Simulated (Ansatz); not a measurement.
# Ta: molecular dynamics, part 1 of 2

Purpose: to heat the crystal hard, then quench it. Runs: 190 steps of 2.25 fs under a Langevin thermostat at 3500 K; 289 steps of 2.25 fs under a Langevin thermostat, set from 2800 K to 300 K by a schedule. The start is the crystal (bcc), its volume scaled by 1.15.

Method: DFT PBEsol, plane waves, PAW, scalar-relativistic, no spin polarisation, in Ansatz 0.2.0.

## Step 1: The structure to begin with

The cell holds 16 atoms (Ta16): a = 6.936 Å, b = 6.936 Å, c = 6.936 Å, α = 90.00°, β = 90.00°, γ = 90.00°.

As a file:

```cif
data_structure
_symmetry_space_group_name_H-M 'P 1'
_symmetry_Int_Tables_number 1
_cell_length_a 6.9357
_cell_length_b 6.9357
_cell_length_c 6.9357
_cell_angle_alpha 90.000
_cell_angle_beta 90.000
_cell_angle_gamma 90.000
_cell_volume 333.64
loop_
_atom_site_label
_atom_site_type_symbol
_atom_site_fract_x
_atom_site_fract_y
_atom_site_fract_z
_atom_site_occupancy
Ta1 Ta 0.00000 0.00000 0.00000 1
Ta2 Ta 0.50000 0.00000 0.00000 1
Ta3 Ta 0.00000 0.50000 0.00000 1
Ta4 Ta 0.00000 0.00000 0.50000 1
Ta5 Ta 0.25000 0.25000 0.25000 1
Ta6 Ta 0.50000 0.50000 0.00000 1
Ta7 Ta 0.50000 0.00000 0.50000 1
Ta8 Ta 0.75000 0.25000 0.25000 1
Ta9 Ta 0.00000 0.50000 0.50000 1
Ta10 Ta 0.25000 0.75000 0.25000 1
Ta11 Ta 0.25000 0.25000 0.75000 1
Ta12 Ta 0.50000 0.50000 0.50000 1
Ta13 Ta 0.75000 0.75000 0.25000 1
Ta14 Ta 0.75000 0.25000 0.75000 1
Ta15 Ta 0.25000 0.75000 0.75000 1
Ta16 Ta 0.75000 0.75000 0.75000 1
```

## Step 2: Run 1

190 steps of 2.25 fs under a Langevin thermostat at 3500 K.

The input, input.yaml:

```yaml
accuracy: low
crystal:
  lattice:
    - [6.935705, 0.0, 0.0]
    - [0.0, 6.935705, 0.0]
    - [0.0, 0.0, 6.935705]
  atoms:
    - { symbol: Ta, position: [0.0, 0.0, 0.0] }
    - { symbol: Ta, position: [0.5, 0.0, 0.0] }
    - { symbol: Ta, position: [0.0, 0.5, 0.0] }
    - { symbol: Ta, position: [0.0, 0.0, 0.5] }
    - { symbol: Ta, position: [0.25, 0.25, 0.25] }
    - { symbol: Ta, position: [0.5, 0.5, 0.0] }
    - { symbol: Ta, position: [0.5, 0.0, 0.5] }
    - { symbol: Ta, position: [0.75, 0.25, 0.25] }
    - { symbol: Ta, position: [0.0, 0.5, 0.5] }
    - { symbol: Ta, position: [0.25, 0.75, 0.25] }
    - { symbol: Ta, position: [0.25, 0.25, 0.75] }
    - { symbol: Ta, position: [0.5, 0.5, 0.5] }
    - { symbol: Ta, position: [0.75, 0.75, 0.25] }
    - { symbol: Ta, position: [0.75, 0.25, 0.75] }
    - { symbol: Ta, position: [0.25, 0.75, 0.75] }
    - { symbol: Ta, position: [0.75, 0.75, 0.75] }
basis:
  ecutwfc: 420.0
kpoints:
  mp_grid: { grid: [2, 2, 2] }
hamiltonian:
  xc: pbesol
scf:
  occupations: { method: fermi_dirac, width: 0.3 }
  lower_state_search: "off"
md:
  timestep: 2.25
  n_steps: 190
  ensemble: nvt_langevin
  temperature: 3500.0
  initial_velocities: maxwell_boltzmann
  seed: 723593
  friction: 0.02
```

Launch:

```sh
$ ansatz run input.yaml --threads 2 --pin off --max-ram 5120MiB --backend cpu --events-out ev --progress --plain --runs-dir out
```

Output, cut to the lines that bear on the results:

```text
Warning: md: disabling space-group detection — thermal motion breaks the input geometry's symmetry, so no spatial operation reduces the k-mesh or symmetrises the density; time reversal is kept, so that k and −k are solved as one point where they differ and the mesh holds both, and exact [...]
Warning: RAYON_NUM_THREADS=2 ignored (pool sized by the plan → 2); use --threads N
band count auto-derived: 141 (N_el = 208.0; filled up to band 104; 125 by the electrons, moments and atoms)
[...]
Pseudopotentials: kind: paw
Pseudopotential: Ta, paw, valence charge 13, recommended cutoff 420 eV (normal), Ta.paw.azcp
Functional definition: PBEsol
[...]
Crystal: 16 atoms, lattice volume = 333.635 Å³
Basis set: ecut = 420 eV, 6619 PW (Γ), exchange–correlation on 96×96×96 points (8 copies of the dense FFT grid, shifted against one another)
Bands: 141, of which v1, the nominal top of the filled ones, is band 104 counted from 1 (103 counted from 0)
Symmetry: 1 space group operations
k-points: 8
[...]
SCF iter   1: F=—  HF=-156903.402110 eV  |F-HF|=—  |Δ(HF+E_count)|=         —  Δρ=2.19e-3  dr2=5.17e-3  ethr=1.77e-3  ⟨swp⟩=4.2  Hψ=3957  notcnv=0
[...]
md step     0: t =     0.00 fs  T =  3281.2 K  F+E_penalty+E_count = -156903.40379619 eV  E_kin = 6.786150 eV  (6 SCF iters)
[...]
md step     9: t =    20.25 fs  T =  3328.2 K  F+E_penalty+E_count = -156902.21256911 eV  E_kin = 6.883336 eV  (5 SCF iters)
[...]
md step    18: t =    40.50 fs  T =  2032.1 K  F+E_penalty+E_count = -156899.86065108 eV  E_kin = 4.202731 eV  (5 SCF iters)
[...]
md step    27: t =    60.75 fs  T =  2025.2 K  F+E_penalty+E_count = -156898.18249349 eV  E_kin = 4.188366 eV  (5 SCF iters)
[...]
md step    36: t =    81.00 fs  T =  2792.1 K  F+E_penalty+E_count = -156897.27324062 eV  E_kin = 5.774526 eV  (5 SCF iters)
md step    37: t =    83.25 fs  T =  2531.6 K  F+E_penalty+E_count = -156897.24611059 eV  E_kin = 5.235740 eV  (5 SCF iters)
```

## Step 3: The output, continued: dynamics from the start

The log, continued, cut to the lines that bear on the results:

```text
md step    38: t =    85.50 fs  T =  2324.8 K  F+E_penalty+E_count = -156897.23471464 eV  E_kin = 4.807976 eV  (5 SCF iters)
[...]
md step    61: t =   137.25 fs  T =  2495.7 K  F+E_penalty+E_count = -156897.97635115 eV  E_kin = 5.161559 eV  (6 SCF iters)
[...]
md step    84: t =   189.00 fs  T =  2647.8 K  F+E_penalty+E_count = -156897.21588398 eV  E_kin = 5.476117 eV  (5 SCF iters)
[...]
md step   107: t =   240.75 fs  T =  2869.2 K  F+E_penalty+E_count = -156897.48815527 eV  E_kin = 5.933969 eV  (5 SCF iters)
[...]
md step   189: t =   425.25 fs  T =  3302.2 K  F+E_penalty+E_count = -156896.78011546 eV  E_kin = 6.829401 eV  (6 SCF iters)
[...]
md step   190: t =   427.50 fs  T =  3362.7 K  F+E_penalty+E_count = -156896.72065235 eV  E_kin = 6.954663 eV  (6 SCF iters)
SCF converged after 6 iterations
Free energy (F): -156896.720652 eV
[...]
E sigma→0 (E₀):  -156893.964628 eV
Entropy (-TS):   -5.512048 eV (-344.503 meV/atom)
Fermi energy:    15.819206 eV
[...]
--- Forces (eV/Å), atoms counted from 1 ---
  atom   1  Ta    -0.04956849     0.89972856     2.06809504
  atom   2  Ta     0.10802606     1.29158645    -0.56776994
  atom   3  Ta    -1.92260861     2.00125644    -1.73930210
  atom   4  Ta     0.52787587     1.30986299    -2.55385296
  atom   5  Ta     2.40272539    -1.39911179     1.69047167
  atom   6  Ta    -2.64336477     1.06189073     0.51854483
  atom   7  Ta    -0.86458022    -0.87091264    -0.64268273
  atom   8  Ta     0.15442710    -1.47935347     1.27809201
[...]
--- MD trajectory: 190 steps, t = 0.0 → 427.5 fs ---
  final state: T = 3362.7 K   F+E_penalty+E_count = -156896.72065235 eV   E_kin = 6.954663 eV
```

Run time: 11 min. Hardware: 2 threads of an x86-64 CPU, shared host; peak memory 1.2 GiB.

## Step 4: What the atoms did

The trajectory, every 8 steps (energies from step 0); msd is the mean square displacement from the start, the centre of mass held:

| time (fs) | T (K) | potential energy change (meV/atom) | msd Ta (Å²) |
| --- | --- | --- | --- |
| 0.0 | 3281 | 0.0 | 0.000 |
| 18.0 | 3704 | 59.4 | 0.015 |
| 36.0 | 1814 | 190.8 | 0.045 |
| 54.0 | 2598 | 290.7 | 0.069 |
| 72.0 | 2284 | 370.6 | 0.096 |
| 90.0 | 2543 | 383.0 | 0.115 |
| 108.0 | 3402 | 329.9 | 0.119 |
| 126.0 | 3071 | 319.3 | 0.125 |
| 144.0 | 2573 | 346.7 | 0.132 |
| 162.0 | 2292 | 374.2 | 0.144 |
| 180.0 | 2277 | 392.0 | 0.149 |
| 198.0 | 3943 | 376.4 | 0.144 |
| 216.0 | 2666 | 367.2 | 0.134 |
| 234.0 | 2723 | 361.7 | 0.130 |
| 252.0 | 3332 | 376.9 | 0.128 |
| 270.0 | 4132 | 437.0 | 0.141 |
| 288.0 | 4254 | 564.8 | 0.175 |
| 306.0 | 2432 | 639.3 | 0.204 |
| 324.0 | 3275 | 543.7 | 0.203 |
| 342.0 | 3345 | 463.0 | 0.197 |
| 360.0 | 2933 | 437.6 | 0.196 |
| 378.0 | 2444 | 425.6 | 0.192 |
| 396.0 | 3517 | 406.0 | 0.181 |
| 414.0 | 3436 | 401.8 | 0.166 |
| 427.5 | 3363 | 417.7 | 0.156 |

time (fs), T (K) and a bar:
```
      0.0       3281 ##############
     18.0       3704 ##################
     38.2       1933 
     56.2       2424 #####
     74.2       2515 ######
     92.2       2557 ######
    112.5       3228 #############
    130.5       2892 ##########
    148.5       2218 ###
    166.5       1977 
    186.8       2356 ####
    204.8       3624 #################
    222.8       2256 ###
    240.8       2869 ##########
    261.0       2871 ##########
    279.0       4834 ##############################
    297.0       2566 #######
    315.0       2198 ###
    335.2       3397 ###############
    353.2       2731 ########
    371.2       2555 ######
    389.2       3410 ###############
    409.5       3262 ##############
    427.5       3363 ###############
```

Pair distribution over the second half of the run:

| r (Å) | g Ta–Ta |
| --- | --- |
| 0.68 | 0.00 |
| 0.84 | 0.00 |
| 1.00 | 0.00 |
| 1.16 | 0.00 |
| 1.32 | 0.00 |
| 1.48 | 0.00 |
| 1.64 | 0.00 |
| 1.80 | 0.00 |
| 1.96 | 0.00 |
| 2.12 | 0.00 |
| 2.28 | 0.07 |
| 2.44 | 0.46 |
| 2.60 | 0.95 |
| 2.76 | 1.96 |
| 2.92 | 2.60 |
| 3.08 | 2.52 |
| 3.24 | 2.11 |
| 3.40 | 1.67 |

First peaks of g(r) (not always the tallest), and, where a minimum follows, the mean number of second-named atoms round a first-named one up to the next minimum:

| pair | peak (Å) | height | minimum (Å) | neighbours |
| --- | --- | --- | --- | --- |
| Ta–Ta | 2.92 | 2.6 | - | - |

Maxima of the velocity power spectrum (cm⁻¹, relative height; resolution about 160 cm⁻¹): 100 (100).

## Step 5: Positions and forces

Extended XYZ, with forces in eV/Å:

```xyz
16
Lattice="6.936 0.000 0.000 0.000 6.936 0.000 0.000 0.000 6.936" Properties=species:S:1:pos:R:3:forces:R:3 pbc="T T T" time_fs=72.0 T=2284 dE=5.9302
Ta   -0.068    0.038   -0.142    0.352    0.177    1.144
Ta    3.202    0.033   -0.211    2.567   -0.065    2.100
Ta   -0.310    3.321    0.346    2.810   -2.160   -3.243
Ta    0.132   -0.296    3.542   -1.437    2.946    0.665
Ta    1.716    1.606    1.711    0.091    0.767    0.280
Ta    3.393    3.518   -0.163   -0.141   -0.718    1.173
Ta    3.815    0.055    3.291   -2.462   -1.682    1.201
Ta    5.120    1.859    2.090    1.263    0.014   -2.393
Ta    0.113    3.773    3.607   -1.061   -3.379    1.356
Ta    1.437    5.078    1.955    3.072    1.132   -3.509
Ta    1.795    1.586    5.250   -0.824    1.428   -1.090
Ta    3.485    3.657    3.184   -0.376   -0.560    1.868
Ta    5.512    5.041    1.528   -3.632    2.916    2.215
Ta    5.078    1.657    5.131    0.517    0.803    0.244
Ta    1.817    5.396    5.273   -0.589   -1.986   -1.093
Ta    5.203    5.175    5.376   -0.150    0.368   -0.917
16
Lattice="6.936 0.000 0.000 0.000 6.936 0.000 0.000 0.000 6.936" Properties=species:S:1:pos:R:3:forces:R:3 pbc="T T T" time_fs=141.8 T=2360 dE=5.4925
Ta   -0.025   -0.111    0.014    0.050    1.418   -0.716
Ta    3.416    0.176   -0.124    0.168   -0.995    0.538
Ta   -0.407    3.030    0.010    1.627    1.191   -0.097
Ta   -0.277   -0.071    3.597    3.859   -1.166   -0.121
Ta    1.533    1.498    1.710    0.481    0.722    0.249
Ta    3.509    3.691   -0.380   -0.264   -0.781    1.079
Ta    3.608   -0.064    3.242   -1.335    0.334    0.390
Ta    5.515    1.598    2.256   -1.578    2.482   -3.093
Ta   -0.040    3.606    3.946    0.564   -0.804   -1.846
Ta    1.543    5.408    1.619    1.024   -1.306    0.263
Ta    1.921    1.730    5.131   -0.814    0.380    0.013
Ta    3.467    3.836    3.165   -0.170   -1.035    0.939
Ta    5.284    5.089    1.454   -0.790    0.802    1.146
Ta    5.132    1.684    5.132   -0.609    0.454   -0.013
Ta    1.846    5.394    5.012   -0.405   -0.090    0.566
Ta    5.245    5.421    5.188   -1.810   -1.605    0.703
16
Lattice="6.936 0.000 0.000 0.000 6.936 0.000 0.000 0.000 6.936" Properties=species:S:1:pos:R:3:forces:R:3 pbc="T T T" time_fs=213.8 T=3291 dE=5.9180
Ta    0.007    0.050   -0.122   -0.106   -0.019    0.472
Ta    3.439    0.198   -0.113   -0.443   -0.798    0.812
Ta   -0.021    3.192   -0.350    0.434    1.949    1.467
Ta   -0.182   -0.128    3.481    1.499    0.970   -0.354
Ta    1.301    1.640    1.504    1.651    0.360    1.383
Ta    3.833    3.868   -0.656   -3.147   -1.089    4.241
Ta    3.156    0.104    3.374    1.300    0.191   -0.793
Ta    5.421    1.798    2.122   -1.297    0.105   -1.571
Ta   -0.111    3.481    3.751    0.359    0.526   -1.729
Ta    1.681    5.399    1.531    0.068   -0.365    0.099
Ta    1.932    1.921    5.055   -0.648   -0.465    0.272
Ta    3.665    4.007    3.444   -0.663   -1.567   -0.746
Ta    5.331    5.262    1.660   -0.308    0.441   -0.544
Ta    5.007    1.855    5.297    1.246   -2.367   -2.320
Ta    1.765    5.236    4.925   -0.683    1.183    1.202
Ta    5.261    5.523    5.286    0.737    0.947   -1.890
16
Lattice="6.936 0.000 0.000 0.000 6.936 0.000 0.000 0.000 6.936" Properties=species:S:1:pos:R:3:forces:R:3 pbc="T T T" time_fs=285.8 T=4763 dE=8.7315
Ta    0.122   -0.082   -0.402    1.435    2.827    3.397
Ta    3.602   -0.008   -0.301   -2.705    2.056    2.917
Ta    0.239    3.370   -0.272   -1.620   -0.546    2.537
Ta    0.064    0.088    3.412   -0.005    0.348   -0.271
Ta    2.048    1.596    1.704   -1.184    0.807   -1.053
Ta    3.579    4.064   -0.580   -0.859   -2.700    2.737
Ta    3.176    0.031    3.476    1.633    1.130    0.147
Ta    5.434    1.980    2.140   -2.213   -1.623   -2.410
Ta   -0.206    3.614    3.336    2.314    0.538    1.379
Ta    1.775    5.439    1.596   -0.481   -0.673   -0.671
Ta    1.904    1.923    5.038   -0.469   -0.298   -0.052
Ta    3.632    4.362    3.562   -1.266   -3.998    0.501
Ta    5.159    5.316    1.876    1.634    1.479   -3.018
Ta    5.237    1.716    5.211    0.046    1.429   -1.042
Ta    1.333    4.963    5.054    1.454    2.195   -1.332
Ta    5.258    5.684    5.351    2.285   -2.972   -3.766
16
Lattice="6.936 0.000 0.000 0.000 6.936 0.000 0.000 0.000 6.936" Properties=species:S:1:pos:R:3:forces:R:3 pbc="T T T" time_fs=355.5 T=3120 dE=7.0825
Ta    0.073    0.036   -0.198    0.355    1.571    0.428
Ta    3.525   -0.008   -0.171    0.057    0.659   -0.253
Ta    0.210    3.257    0.112   -2.008   -0.854    1.302
Ta    0.205    0.187    3.554   -0.769   -0.032   -2.064
Ta    1.983    1.555    1.717   -1.053    1.614   -1.364
Ta    3.706    3.789   -0.419   -0.568   -0.288    0.984
Ta    3.122    0.058    3.406    1.842    0.253    0.155
Ta    5.280    2.104    2.053   -1.065   -1.189   -1.775
Ta   -0.187    3.758    3.326    0.691   -0.895   -1.511
Ta    1.754    5.307    1.385    0.097   -0.025    0.301
Ta    1.718    1.894    4.951    0.755    0.646    1.485
Ta    3.355    4.414    3.676    0.702   -2.682   -1.264
Ta    5.396    5.507    1.517   -0.756   -0.267    0.465
Ta    5.107    1.969    4.875    0.246   -0.348    0.830
Ta    1.129    4.682    5.234    2.495    3.068    0.725
Ta    5.371    5.736    4.896   -1.022   -1.232    1.557
16
Lattice="6.936 0.000 0.000 0.000 6.936 0.000 0.000 0.000 6.936" Properties=species:S:1:pos:R:3:forces:R:3 pbc="T T T" time_fs=427.5 T=3363 dE=6.6831
Ta   -0.040    0.154   -0.477   -0.050    0.900    2.068
Ta    3.534   -0.065   -0.161    0.108    1.292   -0.568
Ta    0.115    3.139    0.218   -1.923    2.001   -1.739
Ta   -0.051    0.041    3.598    0.528    1.310   -2.554
Ta    1.495    1.712    1.655    2.403   -1.399    1.690
Ta    3.763    3.615   -0.179   -2.643    1.062    0.518
Ta    3.558    0.383    3.315   -0.865   -0.871   -0.643
Ta    5.066    2.038    1.569    0.154   -1.479    1.278
Ta   -0.236    3.738    3.402    1.462   -1.076   -1.885
Ta    1.881    5.375    1.343   -0.677   -0.275    1.196
Ta    1.590    1.896    5.058    0.869    0.081   -0.105
Ta    3.071    3.921    3.620    1.171   -0.688   -1.437
Ta    5.429    5.324    1.322   -0.651    0.890    1.018
Ta    4.922    2.249    4.908    1.262   -2.378    0.076
Ta    1.235    4.820    5.487    1.439    1.375   -0.352
Ta    5.330    5.454    4.883   -2.588   -0.743    1.436
```

Reading of run 1. Against a set 3500 K the second half averages 3134 K with a spread of 598 K (in equilibrium 16 atoms would scatter by about 714 K, over a far longer run). Counted from the crystal's sites, with the common drift removed, the atoms stand 0.41 Å away over the last tenth of the run (root mean square), 14 % of the neighbour distance: near the range, 10 to 20 % and a little above, in which crystals usually melt.

## Step 6: Run 2

289 steps of 2.25 fs under a Langevin thermostat, set from 2800 K to 300 K by a schedule, starting from the last frame of an earlier run, with new velocities.

The input, input.yaml:

```yaml
accuracy: low
crystal:
  lattice:
    - [6.935705, 0.0, 0.0]
    - [0.0, 6.935705, 0.0]
    - [0.0, 0.0, 6.935705]
  atoms:
    - { symbol: Ta, position: [-0.00569457, 0.02221887, -0.06882635] }
    - { symbol: Ta, position: [0.50952701, -0.00938925, -0.02317918] }
    - { symbol: Ta, position: [0.01659087, 0.45265101, 0.03136298] }
    - { symbol: Ta, position: [-0.0074166, 0.00595892, 0.51878823] }
    - { symbol: Ta, position: [0.21548885, 0.24684397, 0.23858737] }
    - { symbol: Ta, position: [0.54254332, 0.52123007, -0.02579625] }
    - { symbol: Ta, position: [0.51295431, 0.05521385, 0.47794254] }
    - { symbol: Ta, position: [0.73043242, 0.29383441, 0.22617627] }
    - { symbol: Ta, position: [-0.03398919, 0.53900188, 0.49055847] }
    - { symbol: Ta, position: [0.27124172, 0.7750403, 0.19359581] }
    - { symbol: Ta, position: [0.22924786, 0.27334398, 0.72925481] }
    - { symbol: Ta, position: [0.44280097, 0.56539679, 0.5218861] }
    - { symbol: Ta, position: [0.78272552, 0.76754896, 0.19062121] }
    - { symbol: Ta, position: [0.70971037, 0.32424009, 0.70765962] }
    - { symbol: Ta, position: [0.17802285, 0.69500241, 0.79117747] }
    - { symbol: Ta, position: [0.76841084, 0.78638826, 0.70396312] }
basis:
  ecutwfc: 420.0
kpoints:
  mp_grid: { grid: [2, 2, 2] }
hamiltonian:
  xc: pbesol
scf:
  occupations: { method: fermi_dirac, width: 0.3 }
  lower_state_search: "off"
md:
  timestep: 2.25
  n_steps: 289
  ensemble: nvt_langevin
  temperature: 2800.0
  initial_velocities: maxwell_boltzmann
  seed: 69227
  friction: 0.02
  temperature_schedule:
    - { n_steps: 217, end_temperature: 300.0 }
    - { n_steps: 72, end_temperature: 300.0 }
```

Launch:

```sh
$ ansatz run input.yaml --threads 2 --pin off --max-ram 5120MiB --backend cpu --events-out ev --progress --plain --runs-dir out
```

Output, cut to the lines that bear on the results:

```text
Warning: md: disabling space-group detection — thermal motion breaks the input geometry's symmetry, so no spatial operation reduces the k-mesh or symmetrises the density; time reversal is kept, so that k and −k are solved as one point where they differ and the mesh holds both, and exact [...]
Warning: RAYON_NUM_THREADS=2 ignored (pool sized by the plan → 2); use --threads N
band count auto-derived: 136 (N_el = 208.0; filled up to band 104; 125 by the electrons, moments and atoms)
[...]
[... 3 set-up lines as earlier in the session ...]
[...]
Crystal: 16 atoms, lattice volume = 333.635 Å³
Basis set: ecut = 420 eV, 6619 PW (Γ), exchange–correlation on 96×96×96 points (8 copies of the dense FFT grid, shifted against one another)
Bands: 136, of which v1, the nominal top of the filled ones, is band 104 counted from 1 (103 counted from 0)
[... 1 set-up line as earlier in the session ...]
k-points: 8
[...]
SCF iter   1: F=—  HF=-156896.741862 eV  |F-HF|=—  |Δ(HF+E_count)|=         —  Δρ=4.90e-3  dr2=1.34e-1  ethr=1.77e-3  ⟨swp⟩=4.1  Hψ=3871  notcnv=0
[...]
md step     0: t =     0.00 fs  T =  2625.0 K (target 2800.0 K)  F+E_penalty+E_count = -156896.72064848 eV  E_kin = 5.428920 eV  (7 SCF iters)
[...]
md step    10: t =    22.50 fs  T =  2620.3 K (target 2690.6 K)  F+E_penalty+E_count = -156896.82612803 eV  E_kin = 5.419187 eV  (6 SCF iters)
[...]
md step    20: t =    45.00 fs  T =  2865.7 K (target 2575.3 K)  F+E_penalty+E_count = -156896.96091896 eV  E_kin = 5.926686 eV  (6 SCF iters)
[...]
md step    30: t =    67.50 fs  T =  3483.4 K (target 2460.1 K)  F+E_penalty+E_count = -156897.06391573 eV  E_kin = 7.204141 eV  (7 SCF iters)
[...]
md step    39: t =    87.75 fs  T =  2479.5 K (target 2356.5 K)  F+E_penalty+E_count = -156896.94609008 eV  E_kin = 5.127926 eV  (5 SCF iters)
md step    40: t =    90.00 fs  T =  2650.0 K (target 2344.9 K)  F+E_penalty+E_count = -156896.96841139 eV  E_kin = 5.480613 eV  (6 SCF iters)
```

## Step 7: The output, continued: dynamics from the last frame of the run before

Output, continued, cut to the lines that bear on the results:

```text
md step    41: t =    92.25 fs  T =  2809.9 K (target 2333.4 K)  F+E_penalty+E_count = -156896.98253242 eV  E_kin = 5.811252 eV  (5 SCF iters)
[...]
md step    61: t =   137.25 fs  T =  1869.2 K (target 2103.0 K)  F+E_penalty+E_count = -156896.92723098 eV  E_kin = 3.865711 eV  (5 SCF iters)
[...]
md step    81: t =   182.25 fs  T =  2264.0 K (target 1872.6 K)  F+E_penalty+E_count = -156899.03995070 eV  E_kin = 4.682289 eV  (5 SCF iters)
[...]
md step   101: t =   227.25 fs  T =  1378.1 K (target 1642.2 K)  F+E_penalty+E_count = -156899.74589689 eV  E_kin = 2.850102 eV  (5 SCF iters)
[...]
md step   288: t =   648.00 fs  T =   342.9 K (target 300.0 K)  F+E_penalty+E_count = -156902.83718708 eV  E_kin = 0.709137 eV  (5 SCF iters)
[...]
md step   289: t =   650.25 fs  T =   351.4 K (target 300.0 K)  F+E_penalty+E_count = -156902.83910530 eV  E_kin = 0.726810 eV  (6 SCF iters)
SCF converged after 6 iterations
Free energy (F): -156902.839105 eV
[...]
E sigma→0 (E₀):  -156900.163542 eV
Entropy (-TS):   -5.351127 eV (-334.445 meV/atom)
Fermi energy:    15.726405 eV
[...]
--- Forces (eV/Å), atoms counted from 1 ---
  atom   1  Ta    -0.92536173     0.81788410    -0.07552096
  atom   2  Ta     0.03208763     0.50327971    -0.10093549
  atom   3  Ta    -0.38158035    -0.26644181     0.11310214
  atom   4  Ta    -0.04646302     0.00082364     0.05032665
  atom   5  Ta     0.21878336    -0.83266116     0.32423076
  atom   6  Ta     0.30385017     0.67153530    -0.05095829
  atom   7  Ta     0.15817762    -0.20218493     0.36141600
  atom   8  Ta    -0.42402789    -0.40740236    -0.21858172
[...]
--- MD trajectory: 289 steps, t = 0.0 → 650.2 fs ---
  final state: T = 351.4 K   F+E_penalty+E_count = -156902.83910530 eV   E_kin = 0.726810 eV
```

It took 16 min on 2 threads of an x86-64 CPU, shared host; peak memory 1.1 GiB.

(Continued in part 2 of 2.)
